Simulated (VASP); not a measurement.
# Rh (Fm-3m) in VASP: single point with PBEsol

Aim: the single point of Rh with PBEsol.

Program: VASP 6.6.1. These are calculated values, not measurements. Logs are shortened: lines on timing, memory, paths and dates and some standing lists are left out, and cuts for length are marked.

### Step 1. The crystal as given

It takes space group Fm-3m (No. 225, cubic). Conventional cell: a = 3.779 Å, b = 3.779 Å, c = 3.779 Å, α = 90.00°, β = 90.00°, γ = 90.00°. Rh (site symmetry m-3m) is surrounded by 12 Rh at 2.67 Å.

### Step 2. Single point, PBEsol, non-collinear spin, zero start, spin-orbit coupling

Contents of INCAR:

```
PREC     = Accurate       # precision mode
ENCUT    = 520            # plane-wave cutoff, eV
EDIFF    = 1E-6           # SCF threshold, eV
ISMEAR   = 0              # smearing method
SIGMA    = 0.1            # smearing width, eV
LREAL    = False          # projectors in reciprocal space
LASPH    = True           # aspherical terms in the spheres
NELM     = 60             # most SCF steps
ALGO     = Normal         # electronic algorithm
ISIF     = 2              # what is computed and relaxed
LWAVE    = False          # write WAVECAR
LCHARG   = True           # write CHGCAR
MAGMOM   = 0 0 0          # initial moments
LORBIT   = 11             # projections on sites
LSORBIT  = True           # spin-orbit coupling
GGA_COMPAT= False        
LMAXMIX  = 4              # l up to which the mixer works
GGA      = PS             # functional
LVHAR    = True         
NBANDS   = 26             # bands
```

Contents of KPOINTS:

```
Automatic mesh
0
Gamma
  18 18 18
```

Contents of POSCAR:

```
Rh
1.0
    0.0000000000      1.8896100000      1.8896100000
    1.8896100000      0.0000000000      1.8896100000
    1.8896100000      1.8896100000      0.0000000000
Rh
1
Direct
    0.0000000000      0.0000000000      0.0000000000
```

Potentials or basis: VASP PAW PBE potentials, release 64 (Rh_pv).

Launch:

```sh
cat potpaw_PBE.64/Rh_pv/POTCAR > POTCAR
mpirun -np 1 vasp_ncl > vasp.out
```

OUTCAR:

```text
PREC = Accurate
   ENCUT = 520
   EDIFF = 1E-6
   ISMEAR = 0
   LREAL = False
   LASPH = True
   NELM = 60
   ISIF = 2
   LORBIT = 11
   LSORBIT = True
   GGA = PS

 ion  position               nearest neighbor table
   1  0.000  0.000  0.000-

  LATTYP: Found a face centered cubic cell.
 ALAT       =     3.7792200000

  Lattice vectors:

 A1 = (   0.0000000000,   1.8896100000,   1.8896100000)
 A2 = (   1.8896100000,   0.0000000000,   1.8896100000)
 A3 = (   1.8896100000,   1.8896100000,   0.0000000000)

Analysis of symmetry for initial positions (statically):
=====================================================================
 Subroutine PRICEL returns:
 Original cell was already a primitive cell.

 Routine SETGRP: Setting up the symmetry group for a
 face centered cubic supercell.

 Subroutine GETGRP returns: Found 48 space group operations
 (whereof 48 operations were pure point group operations)
 out of a pool of 48 trial point group operations.

The static configuration has the point symmetry O_h .

Analysis of symmetry for dynamics (positions and initial velocities):
=====================================================================
 Subroutine PRICEL returns:
 Original cell was already a primitive cell.

 Routine SETGRP: Setting up the symmetry group for a
 face centered cubic supercell.

 Subroutine GETGRP returns: Found 48 space group operations
 (whereof 48 operations were pure point group operations)
 out of a pool of 48 trial point group operations.

The dynamic configuration has the point symmetry O_h .

Analysis of structural, dynamic, and magnetic symmetry:
=====================================================================
 Subroutine PRICEL returns:
 Original cell was already a primitive cell.

 Routine SETGRP: Setting up the symmetry group for a
 face centered cubic supercell.

 Subroutine GETGRP returns: Found 48 space group operations
 (whereof 48 operations were pure point group operations)
 out of a pool of 48 trial point group operations.

The overall configuration has the point symmetry O_h .

 Subroutine INISYM returns: Found 48 space group operations
 (whereof 48 operations are pure point group operations),
 and found     1 'primitive' translations

----------------------------------------------------------------------------------------

                                     Primitive cell
[... 121 lines left out ...]
  energy-cutoff  :      520.00
  volume of cell :       13.49
 maximum number of plane-waves:       750
   NGX =  9   NGY =  9   NGZ =  9

 number of electron      15.0000000 magnetization       0.0000000      0.0000000      0.0000000

 number of electron      15.0000006 magnetization      -0.0000000      0.0000000      0.0000000

 number of electron      15.0000006 magnetization       0.0000000     -0.0000000     -0.0000000

 Free energy of the ion-electron system (eV)
  ---------------------------------------------------
  ext. energy  EPLUGINS =         0.00000000
  ---------------------------------------------------
  free energy    TOTEN  =        -8.29598390 eV

  energy without entropy =       -8.28950669  energy(sigma->0) =       -8.29274530

 E-fermi :  12.1161     XC(G=0): -14.3392

 val. band max:       12.1141670514   @ k =   0.5000   0.3889   0.0556
 cond. band min:      12.1183053417   @ k =  -0.4444   0.3333   0.1667
 fundamental gap:      0.0041382903
 Fermi energy:        12.1161127639

 k-point     1 :       0.0000    0.0000    0.0000
  band No.  band energies     occupation
      1     -36.8586      1.00000
      2     -36.8586      1.00000
      3     -33.0036      1.00000
      4     -33.0036      1.00000
      5     -33.0036      1.00000
      6     -33.0036      1.00000
[... 685 lines left out ...]
     25      35.1533      0.00000
     26      35.1533      0.00000

 [... further k-points ...]
[... 5 lines left out ...]
  --------------------------------------------------------------------------------------
  -------------------------------------------------------------------------------------
  Total        0.0347507      0.0347507      0.0347507      0.0000000     -0.0000000      0.0000000
  in kB        4.1259833      4.1259833      4.1259833      0.0000000     -0.0000000      0.0000000
  external PRESSURE =       4.1259833 kB  Pullay stress =       0.0000000 kB

 VOLUME and BASIS-vectors are now :
 -----------------------------------------------------------------------------
  energy-cutoff  :      520.00
  volume of cell :       13.49
      direct lattice vectors                 reciprocal lattice vectors
     0.000000000  1.889610000  1.889610000    -0.264604866  0.264604866  0.264604866
     1.889610000  0.000000000  1.889610000     0.264604866 -0.264604866  0.264604866
     1.889610000  1.889610000  0.000000000     0.264604866  0.264604866 -0.264604866

 POSITION                                       TOTAL-FORCE (eV/Angst)
 -----------------------------------------------------------------------------------
      0.00000      0.00000      0.00000        -0.000000      0.000000      0.000000
 -----------------------------------------------------------------------------------
    total drift:                                0.000000     -0.000000      0.000000

  FREE ENERGIE OF THE ION-ELECTRON SYSTEM (eV)
  ---------------------------------------------------
  free  energy   TOTEN  =        -8.2959838996 eV

  energy  without entropy=       -8.2895066922  energy(sigma->0) =       -8.29274530

 Spin-Orbit-Coupling matrix elements

 Ion:    1  E_soc:     -0.3083563
 l=   1
     0.0000000    -0.0413560    -0.0413560
    -0.0413560     0.0000000    -0.0413560
    -0.0413560    -0.0413560     0.0000000
 l=   2
     0.0000000    -0.0017650     0.0000000    -0.0017650    -0.0082718
    -0.0017650     0.0000000    -0.0062038    -0.0017650    -0.0020679
     0.0000000    -0.0062038     0.0000000    -0.0062038     0.0000000
    -0.0017650    -0.0017650    -0.0062038     0.0000000    -0.0020679
    -0.0082718    -0.0020679     0.0000000    -0.0020679     0.0000000
 l=   3
     0.0000000     0.0000000     0.0000000     0.0000000     0.0000000     0.0000000     0.0000000
     0.0000000     0.0000000     0.0000000     0.0000000     0.0000000     0.0000000     0.0000000
     0.0000000     0.0000000     0.0000000     0.0000000     0.0000000     0.0000000     0.0000000
     0.0000000     0.0000000     0.0000000     0.0000000     0.0000000     0.0000000     0.0000000
     0.0000000     0.0000000     0.0000000     0.0000000     0.0000000     0.0000000     0.0000000
     0.0000000     0.0000000     0.0000000     0.0000000     0.0000000     0.0000000     0.0000000
     0.0000000     0.0000000     0.0000000     0.0000000     0.0000000     0.0000000     0.0000000

 total charge

# of ion       s       p       d       tot
------------------------------------------
    1        0.417   6.321   7.074  13.812

 magnetization (x)

# of ion       s       p       d       tot
------------------------------------------
    1        0.000   0.000   0.000   0.000

 magnetization (y)

# of ion       s       p       d       tot
------------------------------------------
    1       -0.000   0.000   0.000  -0.000

 magnetization (z)

# of ion       s       p       d       tot
------------------------------------------
    1        0.000   0.000   0.000   0.000
```

stdout:

```text
POSCAR found type information on POSCAR Rh
 POSCAR found :  1 types and       1 ions
 scaLAPACK will be used
 -----------------------------------------------------------------------------
|                                                                             |
|                                                                             |
|     You enforced a specific xc type in the INCAR file but a different       |
|     I HOPE YOU KNOW WHAT YOU ARE DOING!                                     |
|                                                                             |
 -----------------------------------------------------------------------------

 LDA part: xc-table for (Slater+PW92), standard interpolation
 POSCAR, INCAR and KPOINTS ok, starting setup
 FFT: planning ... GRIDC
 FFT: planning ... GRID_SOFT
 FFT: planning ... GRID
 WAVECAR not read
 entering main loop
```

Run time: 1.8 min. Hardware: 1 thread of Intel Xeon Platinum 8488C (Sapphire Rapids), shared host; peak memory 0.23 GiB.

Results:

```yaml
Free_energy: -8.2960 eV
Pressure: 0.4 GPa
Net_moment: 0.00 μB per cell
Valence_electrons_inside_the_program's_atomic_spheres: Rh 13.81
```

Moments on the atoms (μB; x, y, z):
```
Rh  0.00 0.00 0.00
```

Caveat: the PAW data sets were made with another functional, which shifts forces and pressure a little.
